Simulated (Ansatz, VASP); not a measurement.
## Two plane-wave programs on Sc

Contents of INCAR:

```
SYSTEM = Sc
ALGO     = Normal         ! electronic algorithm
EDIFF    = 1E-7           ! SCF threshold, eV
ENCUT    = 520            ! plane-wave cutoff, eV
ISIF     = 2              ! what is computed and relaxed
ISMEAR   = -1             ! smearing method
LASPH    = .TRUE.         ! aspherical terms in the spheres
LCHARG   = .TRUE.         ! write CHGCAR
LELF     = .TRUE.         ! ELF
LREAL    = .FALSE.        ! projectors in reciprocal space
LVHAR    = .TRUE.       
LWAVE    = .FALSE.        ! write WAVECAR
NBANDS   = 24             ! bands
NELM     = 60             ! most SCF steps
PREC     = Accurate       ! precision mode
SIGMA    = 0.1            ! smearing width, eV
```

The input KPOINTS:

```
k-points
0
G
  8 8 11
  0 0 0
```

The input POSCAR:

```
Sc
1.0
    4.9708904420      0.0000000000      0.0000000000
   -2.4854452210      4.3049174022      0.0000000000
    0.0000000000      0.0000000000      3.1346084859
Sc
3
Direct
    0.0000000000      1.0000000000      0.0000000000
    0.3333333333      0.6666666667      0.5000000000
    0.6666666667      0.3333333333      0.5000000000
```

Input for Ansatz:

```yaml
crystal:
  lattice:
    - [4.970890442, 0.0, 0.0]
    - [-2.485445221, 4.3049174022, 0.0]
    - [0.0, 0.0, 3.1346084859]
  atoms:
    - { symbol: Sc, position: [0.0, 1.0, 0.0] }
    - { symbol: Sc, position: [0.3333333333, 0.6666666667, 0.5] }
    - { symbol: Sc, position: [0.6666666667, 0.3333333333, 0.5] }
hamiltonian:
  xc: lda
  pseudopotentials:
    kind: paw
    azcp:
      Sc: "pseudopotentials/Sc.paw.azcp"
basis:
  ecutwfc: 420
  fft_grid_basis: typed
kpoints:
  mp_grid: { grid: [8, 8, 11], shift: [0, 0, 0] }
magnetization:
  spin_polarized: false
scf:
  occupations: { method: fermi_dirac, width: 0.1 }
  lower_state_search: "off"
output:
  stress: true
  write_density: true
  write_potential: true
  elf: true
  volumetric_format: npy
```

Alike in both runs: task single point; functional LDA; k mesh 8 × 8 × 11; occupations fermi-dirac, width 0.1 eV; no spin polarisation.

```csv
,VASP,Ansatz
version,VASP 6.6.1,Ansatz 0.2.0
potentials or method,"VASP PAW LDA potentials, release 64 (Sc_sv)","plane waves (420 eV) with PAW, scalar-relativistic"
plane-wave cutoff (eV),520,420
valence electrons in the cell,33,33
```

Ansatz gave:

* pressure (GPa): 0.0

Task: What did VASP give for the same quantities?

Result: Pressure (GPa): 0.1.

Ansatz warned: «pseudo_functional_mismatch».
